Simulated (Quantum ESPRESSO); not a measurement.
Set up this calculation in Quantum ESPRESSO 7.5, as the native input.

```
Task                : projected density of states
Functional          : BEEF-vdW
Potentials or basis : SSSP 1.3 efficiency PBE
Cutoff              : 748 eV
Density cutoff      : 5987 eV
k mesh              : 9 × 9 × 9
Occupations         : cold, width 0.1 eV
Spin                : no spin polarisation
Mixing beta         : 0.5
Most SCF iterations : 120
SCF threshold       : 2e-10 Ry
Dos occupations     : tetrahedra_opt
```

Na:

```
Na
1.0
     2.14100    2.14100    2.14100
    -2.14100    2.14100    2.14100
    -2.14100   -2.14100    2.14100
Na
1
Direct
  0.00000 0.00000 0.00000
```

One way to write it, as run:

pw.in

```
&CONTROL
  calculation = 'scf'
  prefix = 'pwscf'
  outdir = './tmp'
  pseudo_dir = './pseudo'
  tprnfor = .true.
  tstress = .true.
  disk_io = 'low'
/
&SYSTEM
  space_group = 229
  A = 4.282
  nat = 1
  ntyp = 1
  ecutwfc = 55
  ecutrho = 440
  nbnd = 10
  input_dft = 'beef-vdw'
  occupations = 'smearing'
  smearing = 'mv'
  degauss = 0.00734986
/
&ELECTRONS
  conv_thr = 2d-10
  electron_maxstep = 120
  mixing_beta = 0.5
/
ATOMIC_SPECIES
Na    22.9898 na_pbe_v1.5.uspp.F.UPF
ATOMIC_POSITIONS crystal_sg
Na     0.0000000000    0.0000000000    0.0000000000
K_POINTS automatic
9 9 9 0 0 0
```

nscf.in

```
&CONTROL
  calculation = 'nscf'
  prefix = 'pwscf'
  outdir = './tmp'
  pseudo_dir = './pseudo'
  disk_io = 'low'
/
&SYSTEM
  space_group = 229
  A = 4.282
  nat = 1
  ntyp = 1
  ecutwfc = 55
  ecutrho = 440
  nbnd = 10
  input_dft = 'beef-vdw'
  occupations = 'tetrahedra_opt'
/
&ELECTRONS
  conv_thr = 1d-08
  electron_maxstep = 120
  mixing_beta = 0.5
/
ATOMIC_SPECIES
Na    22.9898 na_pbe_v1.5.uspp.F.UPF
ATOMIC_POSITIONS crystal_sg
Na     0.0000000000    0.0000000000    0.0000000000
K_POINTS automatic
14 14 14 0 0 0
```

projwfc.in

```
&PROJWFC
  prefix = 'pwscf'
  outdir = './tmp'
  filpdos = 'p'
  Emin = -14
  Emax = 11
  DeltaE = 0.05
/
```

Potentials or basis: SSSP 1.3 efficiency PBE.

Run with:

```sh
$ OMP_NUM_THREADS=1 pw.x -in pw.in > pw.out
$ OMP_NUM_THREADS=1 pw.x -in nscf.in > nscf.out
$ OMP_NUM_THREADS=1 projwfc.x -in projwfc.in > projwfc.out
```

Results of the run:

```
Pressure               : -0.6 GPa
Band gap on the k mesh : none (metal or under the smearing width)
```

Caveat: the potentials were made for another functional, which shifts forces and pressure.

Wall time 4.5 min on 1 thread of AMD EPYC 7B13 (Zen 3) (shared host), peak memory 0.14 GiB.
